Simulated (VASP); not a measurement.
**SrTe: relaxation of cell and atoms with PBE+D3(BJ)**

Crystal: SrTe.

```
CELL_PARAMETERS angstrom
0.00000 3.35584 3.35584
3.35584 0.00000 3.35584
3.35584 3.35584 0.00000
ATOMIC_POSITIONS crystal
Sr 0.00000 0.00000 0.00000
Te 0.50000 0.50000 0.50000
```

The cell comes from a database or a generator and needn't be the stable form of this composition.

```
Program                : VASP 6.6.1
Task                   : relaxation of cell and atoms
Functional             : PBE
Dispersion             : D3(BJ)
Potentials or basis    : VASP PAW PBE potentials, release 64 (Sr_sv, Te)
Cutoff                 : 600 eV
k mesh                 : 8 × 8 × 8
Occupations            : gaussian, width 0.02 eV
Spin                   : no spin polarisation
Dipole correction      : no
Further INCAR settings : ALGO = Fast; EDIFF = 1e-06; IBRION = 2; EDIFFG = -0.02; NSW = 70; ISIF = 3
```

- Relaxed volume: 36.33 Å³/atom
- Relaxed cell: a = 4.684 Å, b = 4.684 Å, c = 4.684 Å, α = 60.00°, β = 60.00°, γ = 60.00°
- Space group after relaxing (to 0.05 Å): Fm-3m (No. 225)
- Energy gained by relaxing: 6.1 meV/atom
- Ionic steps: 3
- Pressure after relaxing: 0.0 GPa
- Band gap on the k mesh: 1.65 eV, indirect (least direct gap 2.41 eV)
- Dispersion energy per atom: -0.344 eV

Step by step:
```
step  energy change (eV)  largest force (eV/Å)  pressure (GPa)  volume (Å³)
   1              0.0000                0.0000           -1.29        75.58
   2             -0.0120                0.0000            0.19        72.30
   3             -0.0122                0.0000            0.01        72.67
```

Final structure:
```yaml
crystal:
  lattice:
    - [0.00000, 3.31207, 3.31207]
    - [3.31207, 0.00000, 3.31207]
    - [3.31207, 3.31207, 0.00000]
  atoms:
    - { symbol: Sr, position: [0.00000, 0.00000, 0.00000] }
    - { symbol: Te, position: [0.50000, 0.50000, 0.50000] }
```

Levels at points of the mesh, in eV from the valence-band top:
```
           k point  band 6  band 7  band 8  band 9  band 10  band 11
(0.00, 0.00, 0.00)    0.00    0.00    0.00    2.93     3.25     3.25
(0.50, 0.00, 0.00)   -2.90   -1.15   -1.15    3.89     5.19     5.37
(0.50, 0.50, 0.00)   -2.02   -0.75   -0.75    1.65     3.96     4.84
```

It took 50 s on 1 thread of Intel(R) Xeon(R) 6975P-C (Granite Rapids), on a shared host, peak memory 0.27 GiB.

Caveat: spin-orbit coupling is left out, which moves the levels of the heavy elements. Expect the measured gap to be larger: semilocal functionals such as PBE lack the derivative discontinuity.
